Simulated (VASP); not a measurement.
VASP 6.6.1, PBE single-point calculation, ZrO$_{2}$ (strained database structure)

INCAR

```
ISIF = 2
LREAL = .FALSE.
GGA = PE
NBANDS = 33
ENCUT = 520
LCHARG = .TRUE.
LWAVE = .FALSE.
PREC = Accurate
LASPH = .TRUE.
EDIFF = 1E-7
ISMEAR = -1
LELF = .TRUE.
IBRION = -1
NSW = 0
NELM = 120
SIGMA = 0.02
```

KPOINTS

```
KPOINTS created by Atomic Simulation Environment
0
Gamma
8 8 6
0 0 0
```

KPOINTS_OPT

```
special points
7
Reciprocal
0.0000000000 0.0000000000 0.0000000000 1
0.0000000000 0.5000000000 0.0000000000 1
0.5000000000 0.5000000000 0.0000000000 1
0.0000000000 0.0000000000 0.5000000000 1
0.0000000000 0.5000000000 0.5000000000 1
0.5000000000 0.5000000000 0.5000000000 1
-0.1979170000 0.1822920000 0.0000000000 1
```

POSCAR

```
Zr O
 1.0000000000000000
     3.6010285391000001    0.0000000000000000    0.0000000000000000
     0.0000000000000000    3.6010285391000001    0.0000000000000000
     0.0000000000000000    0.0000000000000000    5.0180734218999996
 Zr  O
   2   4
Cartesian
 -0.0000000000000000 -0.0000000000000000  0.0000000000000000
  1.8005142695499998  1.8005142695499998  2.5090367109499994
  0.0000000000000000  1.8005142695499998  1.4533615638459378
 -0.0000000000000000  1.8005142695499998  3.9623982747959374
  1.8005142695499998  0.0000000000000000  3.5647118580540611
  1.8005142695499998 -0.0000000000000000  1.0556751471040615
```

VASP ran with the recommended PBE PAW datasets (48 valence electrons in the cell).

Command

```
mpirun -np 1 vasp_std
```

From OUTCAR

```
k-points           NKPTS =     60   k-points in BZ     NKDIM =     60   number of bands    NBANDS=     33

   NELECT =      48.0000    total number of electrons

   dimension x,y,z NGX =    28 NGY =   28 NGZ =   40
   dimension x,y,z NGXF=    56 NGYF=   56 NGZF=   80

  energy-cutoff  :      520.00
  volume of cell :       65.07
      direct lattice vectors                 reciprocal lattice vectors
     3.601028539  0.000000000  0.000000000     0.277698438  0.000000000  0.000000000
     0.000000000  3.601028539  0.000000000     0.000000000  0.277698438  0.000000000
     0.000000000  0.000000000  5.018073422     0.000000000  0.000000000  0.199279667

 k-points in reciprocal lattice and weights: KPOINTS created by Atomic Simulation Env
   0.00000000  0.00000000  0.00000000       0.003
   0.12500000  0.00000000  0.00000000       0.010
   0.25000000  0.00000000  0.00000000       0.010
   0.37500000  0.00000000  0.00000000       0.010
   0.50000000  0.00000000  0.00000000       0.005
   0.12500000  0.12500000  0.00000000       0.010
   0.25000000  0.12500000  0.00000000       0.021
   0.37500000  0.12500000  0.00000000       0.021
   ...

 E-fermi :   7.4995

 k-point     1 :       0.0000    0.0000    0.0000
  band No.  band energies     occupation
      1     -40.5568      2.00000
      2     -40.4884      2.00000
      3     -19.1954      2.00000
      4     -18.6011      2.00000
      5     -18.6011      2.00000
      6     -18.4368      2.00000
      7     -18.4109      2.00000
      8     -18.4109      2.00000
      9     -10.9284      2.00000
     10      -9.7317      2.00000
     11      -8.7598      2.00000
     12      -8.5122      2.00000
     13       1.5198      2.00000
     14       1.9711      2.00000
     15       2.1079      2.00000
     16       2.1079      2.00000
     17       4.2472      2.00000
     18       4.2472      2.00000
     19       5.5402      2.00000
     20       5.5402      2.00000
     21       6.6011      2.00000
     22       6.6011      2.00000
     23       6.7178      2.00000
     24       6.9482      2.00000
     25      10.7102      0.00000
     26      11.3726      0.00000
     27      11.7628      0.00000
     28      12.1951      0.00000
     29      13.7829      0.00000
     30      14.0383      0.00000
     31      15.0152      0.00000
     32      15.0152      0.00000
     33      16.8195      0.00000

 k-point     2 :       0.1250    0.0000    0.0000
  band No.  band energies     occupation
      1     -40.5518      2.00000
      2     -40.4885      2.00000
      3     -19.1567      2.00000
      4     -18.6683      2.00000
      5     -18.5913      2.00000
      6     -18.4941      2.00000
      7     -18.4488      2.00000
      8     -18.4154      2.00000
      9     -10.7700      2.00000
     10      -9.6549      2.00000
     11      -8.8038      2.00000
     12      -8.5908      2.00000
     13       1.5484      2.00000
     14       2.0436      2.00000
     15       2.2135      2.00000
     16       2.5186      2.00000
     17       4.0566      2.00000
     18       4.2429      2.00000
     19       5.3785      2.00000
     20       5.5616      2.00000
     21       6.2549      2.00000
     22       6.2957      2.00000
     23       6.8549      2.00000
     24       6.9752      2.00000
     25      11.0049      0.00000
     26      11.4750      0.00000
     27      11.7425      0.00000
     28      12.2151      0.00000
     29      13.8424      0.00000
     30      14.3609      0.00000
     31      14.7250      0.00000
     32      15.0550      0.00000
     33      16.5001      0.00000

 k-point     3 :       0.2500    0.0000    0.0000
  band No.  band energies     occupation
      1     -40.5383      2.00000
      2     -40.4899      2.00000
      3     -19.0507      2.00000
      4     -18.8176      2.00000
      5     -18.6865      2.00000
      6     -18.5643      2.00000
      7     -18.4967      2.00000
      8     -18.4296      2.00000
      9     -10.3748      2.00000
     10      -9.5062      2.00000
     11      -8.9064      2.00000
     12      -8.7659      2.00000
     13       1.8521      2.00000
     14       2.2149      2.00000
     15       2.5227      2.00000
     16       3.3627      2.00000
     17       3.7163      2.00000
     18       4.2568      2.00000
     19       4.9367      2.00000
     20       5.2757      2.00000
     21       5.6560      2.00000
     22       6.0679      2.00000
     23       6.8431      2.00000
     24       7.0141      2.00000
     25      11.5153      0.00000
     26      11.5828      0.00000
     27      11.5979      0.00000
     28      12.2653      0.00000
     29      13.9976      0.00000
     30      14.1150      0.00000
     31      15.1338      0.00000
     32      15.1839      0.00000
     33      15.6406      0.00000

 k-point     4 :       0.3750    0.0000    0.0000
  band No.  band energies     occupation
      1     -40.5212      2.00000
      2     -40.4949      2.00000
      3     -18.9500      2.00000
      4     -18.9327      2.00000
      5     -18.8431      2.00000
      6     -18.5898      2.00000
      7     -18.5271      2.00000
      8     -18.4541      2.00000
      9      -9.9258      2.00000
     10      -9.4585      2.00000
     11      -8.9940      2.00000
     12      -8.9167      2.00000
     13       2.2903      2.00000
     14       2.3689      2.00000
     15       3.0113      2.00000
     16       3.5286      2.00000
     17       4.3141      2.00000
     18       4.3539      2.00000
     19       4.4444      2.00000
     20       4.6698      2.00000
     21       5.0413      2.00000
     22       5.9619      2.00000
     23       6.7771      2.00000
     24       6.9971      2.00000
     25      11.3048      0.00000
     26      11.3361      0.00000
     27      12.0476      0.00000
     28      12.3087      0.00000
     29      13.6168      0.00000
     30      14.4284      0.00000
     31      14.8473      0.00000
     32      15.2127      0.00000
     33      15.4247      0.00000

 k-point     5 :       0.5000    0.0000    0.0000
  band No.  band energies     occupation
      1     -40.5056      2.00000
      2     -40.5056      2.00000
      3     -18.9860      2.00000
      4     -18.9860      2.00000
      5     -18.7241      2.00000
      6     -18.7241      2.00000
      7     -18.4879      2.00000
      8     -18.4879      2.00000
      9      -9.5983      2.00000
     10      -9.5983      2.00000
     11      -8.9969      2.00000
     12      -8.9969      2.00000
     13       2.4265      2.00000
     14       2.4265      2.00000
     15       3.6340      2.00000
     16       3.6340      2.00000
     17       4.0110      2.00000
     18       4.0110      2.00000
     19       4.6018      2.00000
     20       4.6018      2.00000
     21       5.3523      2.00000
     22       5.3523      2.00000
     23       6.8924      2.00000
     24       6.8924      2.00000
     25      11.1695      0.00000
     26      11.1695      0.00000
     27      12.2705      0.00000
     28      12.2705      0.00000
     29      13.8596      0.00000
     30      13.8596      0.00000
     31      15.0232      0.00000
     32      15.0232      0.00000
     33      15.7747      0.00000

 k-point     6 :       0.1250    0.1250    0.0000
  band No.  band energies     occupation
      1     -40.5469      2.00000
      2     -40.4884      2.00000
      3     -19.1194      2.00000
      4     -18.7078      2.00000
      5     -18.6091      2.00000
      6     -18.5530      2.00000
      7     -18.4588      2.00000
      8     -18.4413      2.00000
      9     -10.6140      2.00000
     10      -9.5730      2.00000
     11      -8.8500      2.00000
     12      -8.6677      2.00000
     13       1.6316      2.00000
     14       2.1264      2.00000
     15       2.3156      2.00000
     16       2.8688      2.00000
     17       3.7281      2.00000
     18       4.3859      2.00000
     19       5.1736      2.00000
     20       5.3664      2.00000
     21       5.8559      2.00000
     22       6.6077      2.00000
     23       6.8283      2.00000
     24       6.9976      2.00000
     25      11.1788      0.00000
     26      11.5944      0.00000
     27      11.7604      0.00000
     28      12.2155      0.00000
     29      13.8785      0.00000
     30      14.5138      0.00000
     31      14.6587      0.00000
     32      15.0228      0.00000
     33      16.3126      0.00000

 ...

  Total        3.0499603      3.0499603      7.5220902      0.0000000      0.0000000      0.0000000
  in kB       75.0956229     75.0956229    185.2076763      0.0000000      0.0000000      0.0000000
  external PRESSURE =     111.7996407 kB  Pullay stress =       0.0000000 kB

 POSITION                                       TOTAL-FORCE (eV/Angst)
 -----------------------------------------------------------------------------------
      0.00000      0.00000      0.00000         0.000000     -0.000000      0.000000
      1.80051      1.80051      2.50904         0.000000      0.000000      0.000000
      0.00000      1.80051      1.45336         0.000000     -0.000000     -0.030808
      0.00000      1.80051      3.96240         0.000000     -0.000000     -0.030808
      1.80051      0.00000      3.56471        -0.000000     -0.000000      0.030808
      1.80051      0.00000      1.05568         0.000000     -0.000000      0.030808
 -----------------------------------------------------------------------------------
    total drift:                                0.000000      0.000000      0.000000

  FREE ENERGIE OF THE ION-ELECTRON SYSTEM (eV)
  ---------------------------------------------------
  free  energy   TOTEN  =       -57.1433280553 eV

  energy  without entropy=      -57.1433280553  energy(sigma->0) =      -57.14332806
```

* gap between bands v and c: 3.69 eV
* least direct gap: 3.76 eV
* pressure: 11.2 GPa
* largest force: 0.03 eV/Å

Band v is the last that the valence electrons fill when counted band by band, and c is the next.

The run took about 94 s on one core of a shared host (Intel Xeon Platinum 8488C) and held 0.29 GiB at most.
